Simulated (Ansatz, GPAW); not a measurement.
This is a calculation of Ca for GPAW 26.7.0 (ASE script). This isn't the form of Ca at room conditions, which is fcc.

File run.py:

```python
from ase.dft.bandgap import bandgap
from ase.io import read, write
from ase.units import GPa
from gpaw import GPAW, PW

atoms = read('Ca.xyz')

calc = GPAW(mode=PW(600),
            xc='LDA',
            kpts={'size': (8, 8, 8), 'gamma': True},
            occupations={'name': 'methfessel-paxton', 'order': 0, 'width': 0.02},
            nbands=12,
            convergence={'density': 1e-05, 'energy': 1e-05},
            maxiter=150,
            txt='gpaw.txt')
atoms.calc = calc
energy = atoms.get_potential_energy()
forces = atoms.get_forces()
stress = atoms.get_stress()
calc.write('gs.gpw')
write('result.traj', atoms)
print(f'Energy: {energy:.6f} eV')
print('Forces (eV/A):')
print(forces.round(4))
print('Stress (GPa):', (stress / GPa).round(3))
print('Fermi level:', round(calc.get_fermi_level(), 4), 'eV')
print(f'Gap: {bandgap(calc)[0]:.4f} eV, direct: {bandgap(calc, direct=True)[0]:.4f} eV')
```

Contents of Ca.xyz:

```xyz
1
Lattice="-2.2400000000 2.2400000000 2.2400000000 2.2400000000 -2.2400000000 2.2400000000 2.2400000000 2.2400000000 -2.2400000000" Properties=species:S:1:pos:R:3 pbc="T T T"
Ca     0.0000000000      0.0000000000      0.0000000000
```

Potentials or basis: the program's PAW data sets (release 1.2.1) made for this functional, pw.

Command:

```console
$ OMP_NUM_THREADS=1 python run.py
```

Set up the same calculation for Ansatz 0.2.0. Potentials or basis there: all-electron LAPW, scalar-relativistic.

As run (cutoffs and basis follow the program's own potentials, and thresholds, step limits or extra output files can differ):

input.yaml

```yaml
crystal:
  lattice:
    - [-2.24, 2.24, 2.24]
    - [2.24, -2.24, 2.24]
    - [2.24, 2.24, -2.24]
  atoms:
    - { symbol: Ca, position: [0.0, 0.0, 0.0] }
kpoints:
  mp_grid: { grid: [8, 8, 8] }
scf:
  occupations: { method: gaussian, width: 0.02 }
hamiltonian:
  xc: lda
  pseudopotentials: { kind: all_electron, lapw: { basis_error: 0.001 } }
output:
  forces: true
  stress: true
  eigenvalues: true
```

Potentials or basis: all-electron LAPW, scalar-relativistic.

Run with:

```console
$ ansatz run input.yaml --threads 1 --pin off --max-ram 3072MiB --backend cpu --events-out ev --progress --plain --runs-dir out
```

Both were run:

|  | GPAW | Ansatz |
| --- | --- | --- |
| Pressure | -2.4 GPa | -2.4 GPa |

Where Ansatz's input types no cutoff or centring, it takes its own default and a Γ-centred mesh.

The two programs' LDA may be different fits to the electron gas.

Pressure is positive in compression.
